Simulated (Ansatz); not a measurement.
The following input was run with Ansatz 0.2.0.

```yaml
crystal:
  lattice:
    - [3.3717009293, 0.0, 0.0]
    - [-1.6858504646, 2.9199786587, 0.0]
    - [0.0, 0.0, 5.3855]
  atoms:
    - { symbol: Mn, position: [0.3333333333, 0.6666666667, 0.01096], spin: 4.46 }
    - { symbol: Mn, position: [0.6666666667, 0.3333333333, 0.51096], spin: 4.46 }
    - { symbol: O, position: [0.3333333333, 0.6666666667, 0.37547], spin: 0.23 }
    - { symbol: O, position: [0.6666666667, 0.3333333333, 0.87547], spin: 0.23 }
basis:
  ecutwfc: 500
kpoints:
  mp_grid: { grid: [12, 12, 8] }
hamiltonian:
  xc: r2scan
scf:
  occupations: { method: gaussian, width: 0.1 }
output:
  forces: true
  stress: true
  eigenvalues: true
  populations: true
magnetization:
  spin_polarized: true
relax:
  adjacent_minimum: "off"
  f_tol: 0.01
  max_steps: 40
```

Launched with
```bash
ansatz run input.yaml --threads 1 --pin off --max-ram 2560MiB --backend cpu --events-out ev --progress --plain --runs-dir out
```

Theory: DFT r2SCAN, scalar-relativistic, plane waves, PAW (Ansatz).

Part of what the program printed, abridged (iterations and final results):

```
SCF iter   1: F=—  HF=-8945.613259 eV  |F-HF|=—  |Δ(HF+E_count)|=         —  Δρ=1.21e-1 (↑1.21e-1 ↓5.77e-2) dr2=1.22e1  dr2_τ=2.97e-2  dr2_m=1.02e0  M=9.936 μB ∫|m|=9.936 μB  β_m=1.00  ethr=3.10e-3  ⟨swp⟩=4.5  Hψ=20024  notcnv=0
Mixer restart at iter 1: flushing history
spin=Collinear: Kerker preconditioning applied to the charge; magnetization (m = ρ↑ − ρ↓) channel mixes plain (no charge-response kernel on spin).
SCF iter   2: F=—  HF=-8944.092561 eV  |F-HF|=—  |Δ(HF+E_count)|=    1.52e0  Δρ=4.55e-2 (↑3.77e-2 ↓4.55e-2) dr2=3.61e0  dr2_τ=5.29e-2  dr2_m=1.22e-2  M=9.992 μB ∫|m|=9.992 μB  β_m=1.00  ethr=3.10e-3  ⟨swp⟩=2.8  Hψ=13652  notcnv=0  defer=447  κ⁻¹=1.0e0(r=1)
SCF iter   3: F=—  HF=-8945.238885 eV  |F-HF|=—  |Δ(HF+E_count)|=    1.15e0  Δρ=1.76e-2 (↑1.43e-2 ↓1.76e-2) dr2=6.40e-1  dr2_τ=4.28e-3  dr2_m=8.31e-3  M=9.998 μB ∫|m|=9.999 μB  β_m=1.00  ethr=3.10e-3  ⟨swp⟩=3.4  Hψ=12603  notcnv=0  defer=443  κ⁻¹=8.6e-2(r=2)
SCF iter   4: F=—  HF=-8946.181381 eV  |F-HF|=—  |Δ(HF+E_count)|=   9.42e-1  Δρ=1.37e-2 (↑1.23e-2 ↓1.37e-2) dr2=4.30e-1  dr2_τ=2.39e-3  dr2_m=1.46e-3  M=10.000 μB ∫|m|=10.000 μB  β_m=1.00  ethr=1.52e-3  ⟨swp⟩=2.0  Hψ=8111  notcnv=0  defer=441  κ⁻¹=2.6e-3(r=3)
SCF iter   5: F=—  HF=-8947.031976 eV  |F-HF|=—  |Δ(HF+E_count)|=   8.51e-1  Δρ=7.21e-3 (↑6.49e-3 ↓7.21e-3) dr2=1.05e-1  dr2_τ=9.70e-4  dr2_m=1.61e-3  M=10.000 μB ∫|m|=10.000 μB  β_m=1.00  ethr=1.02e-3  ⟨swp⟩=2.7  Hψ=10505  notcnv=0  defer=441  κ⁻¹=5.4e-4(r=4)
SCF iter   6: F=—  HF=-8947.010947 eV  |F-HF|=—  |Δ(HF+E_count)|=         —  Δρ=5.34e-3 (↑5.22e-3 ↓5.34e-3) dr2=4.42e-2  dr2_τ=6.23e-4  dr2_m=1.08e-4  M=10.000 μB ∫|m|=10.000 μB  β_m=1.00  ethr=2.50e-4  ⟨swp⟩=2.4  Hψ=8908  notcnv=0  defer=430
Mixer restart at iter 6: flushing history
SCF iter   7: F=—  HF=-8947.023869 eV  |F-HF|=—  |Δ(HF+E_count)|=   1.29e-2  Δρ=4.22e-3 (↑4.22e-3 ↓4.12e-3) dr2=2.85e-2  dr2_τ=3.93e-4  dr2_m=4.66e-5  M=10.000 μB ∫|m|=10.000 μB  β_m=1.00  ethr=1.05e-4  ⟨swp⟩=1.5  Hψ=6938  notcnv=0  defer=430  κ⁻¹=1.0e0(r=1)
SCF iter   8: F=—  HF=-8947.050785 eV  |F-HF|=—  |Δ(HF+E_count)|=   2.69e-2  Δρ=1.26e-3 (↑9.45e-4 ↓1.26e-3) dr2=1.57e-3  dr2_τ=5.10e-5  dr2_m=1.36e-4  M=10.000 μB ∫|m|=10.000 μB  β_m=1.00  ethr=6.79e-5  ⟨swp⟩=2.0  Hψ=9628  notcnv=0  defer=430  κ⁻¹=5.5e-3(r=2)
SCF iter   9: F=—  HF=-8947.051181 eV  |F-HF|=—  |Δ(HF+E_count)|=   3.96e-4  Δρ=8.60e-4 (↑8.28e-4 ↓8.60e-4) dr2=1.32e-3  dr2_τ=1.90e-5  dr2_m=2.74e-5  M=10.000 μB ∫|m|=10.000 μB  β_m=1.00  ethr=3.75e-6  ⟨swp⟩=1.5  Hψ=8385  notcnv=0  defer=429  κ⁻¹=3.0e-3(r=3)
SCF iter  10: F=—  HF=-8947.051403 eV  |F-HF|=—  |Δ(HF+E_count)|=   2.23e-4  Δρ=6.04e-4 (↑5.73e-4 ↓6.04e-4) dr2=7.74e-4  dr2_τ=6.50e-6  dr2_m=2.48e-6  M=10.000 μB ∫|m|=10.000 μB  β_m=1.00  ethr=3.14e-6  ⟨swp⟩=1.0  Hψ=5890  notcnv=0  defer=429  κ⁻¹=7.8e-4(r=4)
SCF iter  11: F=—  HF=-8947.051128 eV  |F-HF|=—  |Δ(HF+E_count)|=   2.75e-4  Δρ=3.26e-4 (↑2.74e-4 ↓3.26e-4) dr2=1.16e-4  dr2_τ=3.15e-6  dr2_m=1.96e-6  M=10.000 μB ∫|m|=10.000 μB  β_m=1.00  ethr=1.84e-6  ⟨swp⟩=2.0  Hψ=8171  notcnv=0  defer=429  κ⁻¹=1.1e-4(r=5)
SCF iter  12: F=—  HF=-8947.051184 eV  |F-HF|=—  |Δ(HF+E_count)|=   5.56e-5  Δρ=2.50e-4 (↑2.17e-4 ↓2.50e-4) dr2=6.82e-5  dr2_τ=1.76e-6  dr2_m=8.45e-7  M=10.000 μB ∫|m|=10.000 μB  β_m=1.00  ethr=2.77e-7  ⟨swp⟩=1.0  Hψ=5890  notcnv=0  defer=429  κ⁻¹=4.6e-5(r=6)
SCF iter  13: F=—  HF=-8947.051294 eV  |F-HF|=—  |Δ(HF+E_count)|=   1.11e-4  Δρ=3.47e-5 (↑3.47e-5 ↓3.36e-5) dr2=2.09e-6  dr2_τ=3.39e-8  dr2_m=1.15e-7  M=10.000 μB ∫|m|=10.000 μB  β_m=1.00  ethr=1.62e-7  ⟨swp⟩=2.0  Hψ=8929  notcnv=0  defer=429  κ⁻¹=1.8e-6(r=7)
SCF iter  14: F=-8947.051296 eV  HF=-8947.051296 eV  |F-HF|=1.91e-8  |Δ(HF+E_count)|=   1.72e-6  Δρ=3.11e-5 (↑3.07e-5 ↓3.11e-5) dr2=2.05e-6  dr2_τ=3.21e-8  dr2_m=7.82e-9  M=10.000 μB ∫|m|=10.000 μB  ethr=4.97e-9  ⟨swp⟩=7.6  Hψ=23447  notcnv=0
SCF 1 converged in 14 iterations: F = -8947.051296 eV  dr2 = 2.05e-6
relax step   1: F+E_penalty+E_count = -8947.05129619 eV  Δ(F+E_penalty+E_count) = +0.000e0 eV  max|allowed force component| = 7.114e-1 eV/Å  Δτ_max = 0.0000 Å  (14 SCF iters, dr2 threshold 2.50e-6 eV, accepted)
Initial density: handed on by an earlier stage of this run
Starting moments: Σ|m| = 9.38 μB on 4 of 4 sites; this step starts from the density that it was given
Initial wavefunctions: those handed on with the density
SCF iter   1: F=—  HF=-8947.071489 eV  |F-HF|=—  |Δ(HF+E_count)|=         —  Δρ=1.78e-3 (↑1.78e-3 ↓1.18e-3) dr2=2.35e-3  dr2_τ=6.01e-3  dr2_m=4.35e-4  M=10.000 μB ∫|m|=10.000 μB  β_m=1.00  ethr=5.50e-6  ⟨swp⟩=2.2  Hψ=19644  notcnv=0  defer=415
SCF iter   2: F=—  HF=-8947.077712 eV  |F-HF|=—  |Δ(HF+E_count)|=   6.22e-3  Δρ=6.63e-4 (↑6.54e-4 ↓6.63e-4) dr2=5.78e-4  dr2_τ=9.24e-6  dr2_m=1.92e-5  M=10.000 μB ∫|m|=10.000 μB  β_m=1.00  ethr=5.50e-6  ⟨swp⟩=2.0  Hψ=10611  notcnv=0  defer=415  κ⁻¹=1.0e0(r=1)
SCF iter   3: F=—  HF=-8947.077665 eV  |F-HF|=—  |Δ(HF+E_count)|=   4.69e-5  Δρ=3.25e-4 (↑3.15e-4 ↓3.25e-4) dr2=1.08e-4  dr2_τ=2.24e-6  dr2_m=2.13e-7  M=10.000 μB ∫|m|=10.000 μB  β_m=1.00  ethr=1.38e-6  ⟨swp⟩=1.7  Hψ=7343  notcnv=0  defer=415  κ⁻¹=3.0e-2(r=2)
SCF iter   4: F=—  HF=-8947.077724 eV  |F-HF|=—  |Δ(HF+E_count)|=   5.92e-5  Δρ=1.74e-4 (↑1.67e-4 ↓1.74e-4) dr2=1.29e-5  dr2_τ=8.74e-7  dr2_m=1.03e-7  M=10.000 μB ∫|m|=10.000 μB  β_m=1.00  ethr=2.58e-7  ⟨swp⟩=2.1  Hψ=8243  notcnv=0  defer=416  κ⁻¹=1.1e-3(r=3)
SCF iter   5: F=—  HF=-8947.077752 eV  |F-HF|=—  |Δ(HF+E_count)|=   2.83e-5  Δρ=1.06e-4 (↑9.53e-5 ↓1.06e-4) dr2=5.70e-6  dr2_τ=2.99e-7  dr2_m=9.02e-8  M=10.000 μB ∫|m|=10.000 μB  β_m=1.00  ethr=3.07e-8  ⟨swp⟩=7.0  Hψ=22237  notcnv=0  κ⁻¹=2.3e-4(r=4)
SCF iter   6: F=-8947.077761 eV  HF=-8947.077761 eV  |F-HF|=5.28e-8  |Δ(HF+E_count)|=   8.53e-6  Δρ=1.56e-5 (↑1.47e-5 ↓1.56e-5) dr2=3.81e-7  dr2_τ=4.53e-9  dr2_m=1.46e-8  M=10.000 μB ∫|m|=10.000 μB  ethr=1.36e-8  ⟨swp⟩=4.1  Hψ=20053  notcnv=0
SCF 2 converged in 6 iterations: F = -8947.077761 eV  dr2 = 3.81e-7
relax step   2: F+E_penalty+E_count = -8947.07776093 eV  Δ(F+E_penalty+E_count) = -2.646e-2 eV  max|allowed force component| = 5.294e-1 eV/Å  Δτ_max = 0.0107 Å  (6 SCF iters, dr2 threshold 3.16e-5 eV, accepted)
SCF iter   1: F=—  HF=-8947.055386 eV  |F-HF|=—  |Δ(HF+E_count)|=         —  Δρ=5.16e-3 (↑5.16e-3 ↓3.71e-3) dr2=2.20e-2  dr2_τ=5.90e-2  dr2_m=3.38e-3  M=10.000 μB ∫|m|=10.000 μB  β_m=1.00  ethr=5.55e-4  ⟨swp⟩=3.9  Hψ=16396  notcnv=0  defer=421
spin=Collinear: Kerker preconditioning applied to the charge; magnetization (m = ρ↑ − ρ↓) channel mixes plain (no charge-response kernel on spin).
SCF iter   2: F=—  HF=-8947.118183 eV  |F-HF|=—  |Δ(HF+E_count)|=   6.28e-2  Δρ=2.63e-3 (↑2.63e-3 ↓2.54e-3) dr2=1.08e-2  dr2_τ=8.95e-5  dr2_m=1.41e-4  M=10.000 μB ∫|m|=10.000 μB  β_m=1.00  ethr=5.23e-5  ⟨swp⟩=2.0  Hψ=12879  notcnv=0  defer=421  κ⁻¹=1.0e0(r=1)
SCF iter   3: F=—  HF=-8947.116636 eV  |F-HF|=—  |Δ(HF+E_count)|=   1.55e-3  Δρ=1.52e-3 (↑1.52e-3 ↓1.50e-3) dr2=4.39e-3  dr2_τ=2.55e-5  dr2_m=4.13e-6  M=10.000 μB ∫|m|=10.000 μB  β_m=1.00  ethr=2.57e-5  ⟨swp⟩=1.0  Hψ=5890  notcnv=0  defer=421  κ⁻¹=2.7e-2(r=2)
SCF iter   4: F=—  HF=-8947.116269 eV  |F-HF|=—  |Δ(HF+E_count)|=   3.67e-4  Δρ=7.28e-4 (↑7.28e-4 ↓6.72e-4) dr2=5.03e-4  dr2_τ=1.72e-5  dr2_m=1.62e-6  M=10.000 μB ∫|m|=10.000 μB  β_m=1.00  ethr=1.05e-5  ⟨swp⟩=2.5  Hψ=9557  notcnv=0  defer=421  κ⁻¹=2.7e-3(r=3)
SCF iter   5: F=—  HF=-8947.116432 eV  |F-HF|=—  |Δ(HF+E_count)|=   1.63e-4  Δρ=5.45e-4 (↑5.10e-4 ↓5.45e-4) dr2=2.44e-4  dr2_τ=1.01e-5  dr2_m=3.21e-7  M=10.000 μB ∫|m|=10.000 μB  β_m=1.00  ethr=1.20e-6  ⟨swp⟩=1.0  Hψ=5959  notcnv=0  defer=421  κ⁻¹=4.5e-4(r=4)
SCF iter   6: F=—  HF=-8947.116511 eV  |F-HF|=—  |Δ(HF+E_count)|=   7.87e-5  Δρ=1.07e-4 (↑1.01e-4 ↓1.07e-4) dr2=9.86e-6  dr2_τ=4.92e-7  dr2_m=3.68e-7  M=10.000 μB ∫|m|=10.000 μB  β_m=1.00  ethr=5.81e-7  ⟨swp⟩=2.0  Hψ=9601  notcnv=0  defer=421  κ⁻¹=1.6e-5(r=5)
SCF iter   7: F=-8947.116528 eV  HF=-8947.116520 eV  |F-HF|=7.84e-6  |Δ(HF+E_count)|=   9.01e-6  Δρ=8.08e-5 (↑7.66e-5 ↓8.08e-5) dr2=5.07e-6  dr2_τ=2.29e-7  dr2_m=1.66e-8  M=10.000 μB ∫|m|=10.000 μB  ethr=2.35e-8  ⟨swp⟩=6.1  Hψ=21540  notcnv=0
SCF 3 converged in 7 iterations: F = -8947.116528 eV  dr2 = 5.07e-6
relax step   3: F+E_penalty+E_count = -8947.11652755 eV  Δ(F+E_penalty+E_count) = -3.877e-2 eV  max|allowed force component| = 7.150e-2 eV/Å  Δτ_max = 0.0337 Å  (7 SCF iters, dr2 threshold 1.75e-5 eV, accepted)
SCF iter   1: F=—  HF=-8947.114731 eV  |F-HF|=—  |Δ(HF+E_count)|=         —  Δρ=1.02e-3 (↑1.02e-3 ↓7.31e-4) dr2=8.93e-4  dr2_τ=2.39e-3  dr2_m=1.23e-4  M=10.000 μB ∫|m|=10.000 μB  β_m=1.00  ethr=2.13e-5  ⟨swp⟩=2.1  Hψ=13468  notcnv=0  defer=421
SCF iter   2: F=—  HF=-8947.117295 eV  |F-HF|=—  |Δ(HF+E_count)|=   2.56e-3  Δρ=4.30e-4 (↑4.30e-4 ↓4.00e-4) dr2=2.30e-4  dr2_τ=2.71e-6  dr2_m=7.57e-6  M=10.000 μB ∫|m|=10.000 μB  β_m=1.00  ethr=2.13e-6  ⟨swp⟩=2.0  Hψ=11295  notcnv=0  defer=421  κ⁻¹=1.0e0(r=1)
SCF iter   3: F=—  HF=-8947.117261 eV  |F-HF|=—  |Δ(HF+E_count)|=   3.39e-5  Δρ=1.81e-4 (↑1.80e-4 ↓1.81e-4) dr2=3.94e-5  dr2_τ=7.87e-7  dr2_m=7.21e-8  M=10.000 μB ∫|m|=10.000 μB  β_m=1.00  ethr=5.48e-7  ⟨swp⟩=1.6  Hψ=6966  notcnv=0  defer=421  κ⁻¹=3.3e-2(r=2)
SCF iter   4: F=—  HF=-8947.117275 eV  |F-HF|=—  |Δ(HF+E_count)|=   1.33e-5  Δρ=9.12e-5 (↑9.12e-5 ↓8.93e-5) dr2=4.25e-6  dr2_τ=2.34e-7  dr2_m=8.22e-9  M=10.000 μB ∫|m|=10.000 μB  β_m=1.00  ethr=9.38e-8  ⟨swp⟩=2.3  Hψ=9073  notcnv=0  defer=421  κ⁻¹=1.1e-3(r=3)
SCF iter   5: F=—  HF=-8947.117280 eV  |F-HF|=—  |Δ(HF+E_count)|=   5.76e-6  Δρ=5.64e-5 (↑5.19e-5 ↓5.64e-5) dr2=1.50e-6  dr2_τ=8.82e-8  dr2_m=5.24e-9  M=10.000 μB ∫|m|=10.000 μB  β_m=1.00  ethr=1.01e-8  ⟨swp⟩=1.4  Hψ=7169  notcnv=0  defer=421  κ⁻¹=1.9e-4(r=4)
SCF iter   6: F=—  HF=-8947.117283 eV  |F-HF|=—  |Δ(HF+E_count)|=   2.98e-6  Δρ=4.46e-6 (↑4.22e-6 ↓4.46e-6) dr2=1.20e-8  dr2_τ=3.22e-10  dr2_m=7.57e-10  M=10.000 μB ∫|m|=10.000 μB  β_m=1.00  ethr=3.56e-9  ⟨swp⟩=2.0  Hψ=9542  notcnv=0  defer=421  κ⁻¹=2.8e-6(r=5)
SCF iter   7: F=-8947.117283 eV  HF=-8947.117283 eV  |F-HF|=9.56e-9  |Δ(HF+E_count)|=   2.97e-8  Δρ=2.55e-6 (↑2.55e-6 ↓2.40e-6) dr2=3.81e-9  dr2_τ=1.22e-10  dr2_m=7.00e-11  M=10.000 μB ∫|m|=10.000 μB  ethr=2.86e-11  ⟨swp⟩=5.3  Hψ=20585  notcnv=0
SCF 4 converged in 7 iterations: F = -8947.117283 eV  dr2 = 3.81e-9
relax step   4: F+E_penalty+E_count = -8947.11728347 eV  Δ(F+E_penalty+E_count) = -7.559e-4 eV  max|allowed force component| = 1.062e-2 eV/Å  Δτ_max = 0.0068 Å  (7 SCF iters, dr2 threshold 3.20e-7 eV, accepted)
SCF iter   1: F=—  HF=-8947.117258 eV  |F-HF|=—  |Δ(HF+E_count)|=         —  Δρ=1.30e-4 (↑1.30e-4 ↓9.84e-5) dr2=1.48e-5  dr2_τ=4.05e-5  dr2_m=2.07e-6  M=10.000 μB ∫|m|=10.000 μB  β_m=1.00  ethr=3.63e-7  ⟨swp⟩=2.0  Hψ=11976  notcnv=0
SCF iter   2: F=—  HF=-8947.117304 eV  |F-HF|=—  |Δ(HF+E_count)|=   4.56e-5  Δρ=5.43e-5 (↑5.43e-5 ↓5.30e-5) dr2=3.72e-6  dr2_τ=5.31e-8  dr2_m=1.30e-7  M=10.000 μB ∫|m|=10.000 μB  β_m=1.00  ethr=3.52e-8  ⟨swp⟩=2.0  Hψ=11308  notcnv=0  κ⁻¹=1.0e0(r=1)
SCF iter   3: F=—  HF=-8947.117303 eV  |F-HF|=—  |Δ(HF+E_count)|=   4.01e-7  Δρ=2.43e-5 (↑2.43e-5 ↓2.42e-5) dr2=6.23e-7  dr2_τ=1.37e-8  dr2_m=1.14e-9  M=10.000 μB ∫|m|=10.000 μB  β_m=1.00  ethr=8.85e-9  ⟨swp⟩=2.0  Hψ=7670  notcnv=0  κ⁻¹=3.2e-2(r=2)
SCF iter   4: F=—  HF=-8947.117303 eV  |F-HF|=—  |Δ(HF+E_count)|=   2.77e-7  Δρ=1.29e-5 (↑1.29e-5 ↓1.27e-5) dr2=7.07e-8  dr2_τ=5.15e-9  dr2_m=1.36e-10  M=10.000 μB ∫|m|=10.000 μB  β_m=1.00  ethr=1.48e-9  ⟨swp⟩=2.5  Hψ=9189  notcnv=0  κ⁻¹=1.1e-3(r=3)
SCF iter   5: F=-8947.117304 eV  HF=-8947.117304 eV  |F-HF|=4.76e-8  |Δ(HF+E_count)|=   1.20e-7  Δρ=8.13e-6 (↑7.53e-6 ↓8.13e-6) dr2=2.62e-8  dr2_τ=2.00e-9  dr2_m=9.30e-11  M=10.000 μB ∫|m|=10.000 μB  ethr=1.68e-10  ⟨swp⟩=4.9  Hψ=20746  notcnv=0
SCF 5 converged in 5 iterations: F = -8947.117304 eV  dr2 = 2.62e-8
relax step   5: F+E_penalty+E_count = -8947.11730358 eV  Δ(F+E_penalty+E_count) = -2.011e-5 eV  max|allowed force component| = 4.059e-4 eV/Å  Δτ_max = 0.0009 Å  (5 SCF iters, accepted)
SCF iter   1: F=—  HF=-8947.117304 eV  |F-HF|=—  |Δ(HF+E_count)|=         —  Δρ=8.11e-6 (↑7.46e-6 ↓8.11e-6) dr2=2.56e-8  dr2_τ=1.99e-9  dr2_m=1.01e-10  M=10.000 μB ∫|m|=10.000 μB  β_m=1.00  ethr=6.13e-11  ⟨swp⟩=1.0  Hψ=19351  notcnv=0
SCF iter   2: F=-8947.117304 eV  HF=-8947.117304 eV  |F-HF|=2.56e-8  |Δ(HF+E_count)|=   3.22e-8  Δρ=5.67e-6 (↑5.39e-6 ↓5.67e-6) dr2=1.31e-8  dr2_τ=9.59e-10  dr2_m=2.43e-11  M=10.000 μB ∫|m|=10.000 μB  ethr=6.10e-11  ⟨swp⟩=2.0  Hψ=16369  notcnv=0
SCF 6 converged in 2 iterations: F = -8947.117304 eV  dr2 = 1.31e-8
WARN: an SCF from ferrimagnetic starting moments (-4.50, 4.50, 0.23, 0.23 Bohr magnetons, atom by atom) was not made, by what the run has read of turns of its moments that order reads lower: the deck asks for what bars it, or types moments that do (magnetization.spin_polarized, in the input reference, names some of the keys), or the run goes by scf.lower_state_search: light, the default, which as a rule tries one only behind a close that has lost an order of both signs, or on which an open d or half-filled 4f shell of a PAW file has lost a moment that was set nearer to Hund's than to what is left; or, under a Hubbard U, one that names an f shell that the input leaves bare beside given moment ...
SCF converged after 2 iterations
Stability not checked: this state was not tested for a lower state beside it, because the mixer in use, unlike msr1, does not test its closes by its own steps (another_mixer; see scf.mixing.algorithm and scf.lower_state_search)
Magnetization: 10.0000 μB (26.0000 up, 16.0000 down)
Absolute magnetization: 10.0000 μB (∫|ρ↑−ρ↓|, with the PAW one-centre terms)
Spin contamination: 0.0131 ħ² per cell (⟨S²⟩ above its minimum at these occupations)
Per-site moments (μB) at R_I (Å): [(4.02646594, 0.84388067), (4.02646594, 0.84388067), (0.21591039, 0.84388067), (0.21591039, 0.84388067)]
Free energy (F): -8947.117304 eV
Harris-Foulkes:  -8947.117304 eV  (|F-HF|=2.56e-8)
Internal energy: -8947.116389 eV  (E = F + TS)
E sigma→0 (E₀):  -8947.116846 eV
Entropy (-TS):   -0.000915 eV (-0.229 meV/atom)
Fermi energy:    10.411029 eV
--- Per-component energies (eV) ---
  E_band       = -656.832520
  E_kinetic    = 949.858707
  E_local      = -5228.748452  (includes V_loc(G=0)·N_el)
  E_nonlocal   = 608.625940
  E_hartree    = 2116.182283
  E_xc         = -360.221588
  E_vxc        = -525.582496  (∫ρ·V_xc dr)
  E_paw        = -2957.714079  (= ΣΔE_a)
  E_vpaw       = -728.806137  (= ΣTr[D̂ρ^β])
  E_aug_tail   = 0.002083  (compensation charges beyond the density's cutoff)
  E_vtau       = 35.453089  (kinetic-family band-sum trace: ∫τ·v_τ [+ j·A + Jᵃ·Aᵃ] dr)
  E_ewald      = -4074.471316
  E_core_change = -0.629968  (= ΣΔE_core)
  E_smearing   = -0.000915  (= −TS)
--- Forces (eV/Å), atoms counted from 1 ---
  atom   1  Mn     0.00000000     0.00000000     0.00042345
  atom   2  Mn     0.00000000     0.00000000     0.00042345
  atom   3  O      0.00000000     0.00000000    -0.00057604
  atom   4  O      0.00000000     0.00000000    -0.00057604
--- Stress (GPa, compression-positive) ---
        3.439103       0.000000       0.000000
        0.000000       3.439103       0.000000
        0.000000       0.000000       2.014674
  P = ⅓ Tr σ = 2.9643 GPa (29.643 kbar)
--- Band table (eV; the first three rows and the last of 190) ---
  k-point 0 ↑: bands = ["-74.6856", "-74.6827", "-42.2154", "-42.1813", "-42.1788", "-42.1788", "-42.1732", "-42.1732", "-10.5785", "-10.1093", "3.3020", "3.9244", "3.9244", "4.1036", "4.1716", "4.1716", "7.0827", "7.0827", "7.5712", "7.5712", "7.7587", "9.3485", "9.5891", "9.5891", "10.0434", "10.4284", "10.4284", "14.6821", "16.3628", "22.6381", "22.6381"]
  k-point 1 ↑: bands = ["-74.6855", "-74.6829", "-42.2141", "-42.1826", "-42.1786", "-42.1786", "-42.1735", "-42.1735", "-10.5602", "-10.1266", "3.2908", "3.9297", "3.9297", "4.0244", "4.1576", "4.1576", "7.1075", "7.1075", "7.5618", "7.5618", "7.8657", "9.3777", "9.6169", "9.6169", "10.1492", "10.3949", "10.3949", "14.3093", "16.7378", "22.6218", "22.6218"]
  k-point 2 ↑: bands = ["-74.6852", "-74.6832", "-42.2104", "-42.1863", "-42.1780", "-42.1780", "-42.1741", "-42.1741", "-10.5082", "-10.1762", "3.2791", "3.8291", "3.9464", "3.9464", "4.1199", "4.1199", "7.1761", "7.1761", "7.5293", "7.5293", "8.1490", "9.3478", "9.6994", "9.6994", "10.2996", "10.2996", "10.5326", "13.5780", "17.4892", "21.7626", "22.5997"]
  k-point 94 ↓: bands = ["-68.3410", "-68.3410", "-35.9111", "-35.9111", "-35.8859", "-35.8859", "-35.8784", "-35.8784", "-9.5122", "-9.5122", "4.5199", "4.5199", "4.8372", "4.8372", "5.9356", "5.9356", "11.9469", "11.9469", "13.1198", "13.1198", "13.4534", "13.4534", "13.8813", "13.8813", "14.2629", "14.2629", "18.8596", "18.8596", "19.0203", "19.0203", "20.8398"]
--- Relaxed structure (5 steps of the walk, 5 accepted, 0 SCFs on fresh bases) ---
  F+E_penalty+E_count = -8947.11730358 eV   max|allowed force component| = 4.059e-4 eV/Å
  atoms:
    - { symbol: Mn, position: [0.33333333, 0.66666666, 0.00161872] }
    - { symbol: Mn, position: [0.66666666, 0.33333333, 0.50161872] }
    - { symbol: O, position: [0.33333333, 0.66666666, 0.38481127] }
    - { symbol: O, position: [0.66666666, 0.33333333, 0.88481127] }
--- Löwdin populations: 4 sites ---
  site symbol q [e]    m [muB]
     0     Mn     13.7431     4.6441
     1     Mn     13.7431     4.6441
     2      O      7.1124     0.2998
     3      O      7.1124     0.2998
  spilling = 0.006880 (of n_electrons = 42.000000)
```

The relaxation met its thresholds.

Time: 110 s on 1 thread of AMD EPYC 9R45 96-Core Processor (Zen 5), on a shared host, peak memory 0.87 GiB.

The state reached may not be the lowest one. The program reads another magnetic order as possibly lower. Moments started parallel, and an antiferromagnetic order may lie lower.